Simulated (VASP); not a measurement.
Set up this calculation in VASP 6.6.1, as the native input.

```yaml
Task: work function
Functional: PBE
Potentials_or_basis: VASP PAW PBE potentials, release 64 (Al)
Cutoff: 520 eV
k_mesh: 11 × 11 × 1
Occupations: fermi-dirac, width 0.05 eV
Spin: no spin polarisation
Dipole_correction: yes
Further_INCAR_settings: ALGO = Normal; EDIFF = 1e-06; EFIELD = -0.1
```

The structure of Al lies in POSCAR:

```
Al
1.0
    2.8270770242      0.0000000000      0.0000000000
   -1.4135385121      2.4483205214      0.0000000000
    0.0000000000      0.0000000000     26.4824913375
Al
6
Direct
    0.6666666700      0.3333333400      0.2832059833
    0.0000000000      0.0000000000      0.3699235900
    0.3333333300      0.6666666600      0.4566411967
    0.0000000000      0.0000000000      0.5433588033
    0.6666666700      0.3333333400      0.6300764100
    0.0000000000      0.0000000000      0.7167940167
```

The slab is cut from a database's or a generator's crystal, which needn't be the stable form of the element.

These files were run (other wordings do the same):

INCAR

```
SYSTEM = Al
PREC     = Accurate       ! precision mode
ENCUT    = 520            ! plane-wave cutoff, eV
EDIFF    = 1E-6           ! SCF threshold, eV
ISMEAR   = -1             ! smearing method
SIGMA    = 0.05           ! smearing width, eV
LREAL    = .FALSE.        ! projectors in reciprocal space
LASPH    = .TRUE.         ! aspherical terms in the spheres
NELM     = 100            ! most SCF steps
ALGO     = Normal         ! electronic algorithm
ISIF     = 2              ! what is computed and relaxed
LWAVE    = .FALSE.        ! write WAVECAR
LCHARG   = .FALSE.        ! write CHGCAR
LDIPOL   = .TRUE.       
IDIPOL   = 3            
DIPOL    = 0.5 0.5 0.500
GGA      = PE             ! functional
EFIELD   = -0.1         
LVHAR    = .TRUE.       
LVACPOTAV= .TRUE.
```

KPOINTS

```
Automatic mesh
0
G
  11 11 1
  0 0 0
```

Potentials or basis: VASP PAW PBE potentials, release 64 (Al).

Run with:

```bash
$ cat potpaw_PBE.64/Al/POTCAR > POTCAR
$ mpirun -np 1 vasp_std > vasp.out
```

It gave:

```yaml
Largest_force: 0.219 eV/Å
Band_gap_on_the_k_mesh: none (metal or under the smearing width)
Work_function_of_the_upper_face: 4.52 eV
Work_function_of_the_lower_face: 3.70 eV
```

It took 80 s on 1 thread of AMD EPYC 7R43 64-Core Processor (Zen 3), on a shared host, peak memory 0.26 GiB.
